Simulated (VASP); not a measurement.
Wanted: the native input for a VASP 6.6.1 run.

```
Task                   : single point
Functional             : PBEsol
Potentials or basis    : VASP PAW PBE potentials, release 64 (B, P)
Cutoff                 : 520 eV
k mesh                 : 16 × 16 × 16
Occupations            : gaussian, width 0.02 eV
Spin                   : no spin polarisation
Further INCAR settings : ALGO = Normal; EDIFF = 1e-06
```

The structure of BP lies in POSCAR:

```
BP
1.0
    0.0000000000      2.2605400000      2.2605400000
    2.2605400000      0.0000000000      2.2605400000
    2.2605400000      2.2605400000      0.0000000000
B P
1 1
Direct
    0.0000000000      0.0000000000      0.0000000000
    0.7500000000      0.7500000000      0.7500000000
```

The cell is a database's computed one.

One way to write it, as run:

INCAR

```
  PREC = Accurate
  ENCUT = 520
  EDIFF = 1E-6
  ISMEAR = 0
  SIGMA = 0.02
  LREAL = F
  LASPH = T
  NELM = 60
  ALGO = Normal
  ISIF = 2
  LWAVE = F
  LCHARG = F
  GGA = PS
```

KPOINTS

```
regular mesh
0
Gamma
  16 16 16
```

Potentials or basis: VASP PAW PBE potentials, release 64 (B, P).

The run is started by

```bash
$ cat potpaw_PBE.64/B/POTCAR potpaw_PBE.64/P/POTCAR > POTCAR
$ mpirun -np 1 vasp_std > vasp.out
```

It gave:

The pressure is 0.0 GPa. The band gap on the k mesh is 1.12 eV, indirect (least direct gap 3.37 eV).

Caveat: the PAW data sets were made with another functional, which shifts forces and pressure a little.

It took 28 s on 1 thread of Intel(R) Xeon(R) Platinum 8375C CPU @ 2.90GHz (Ice Lake), with other jobs on the host, peak memory 0.15 GiB.
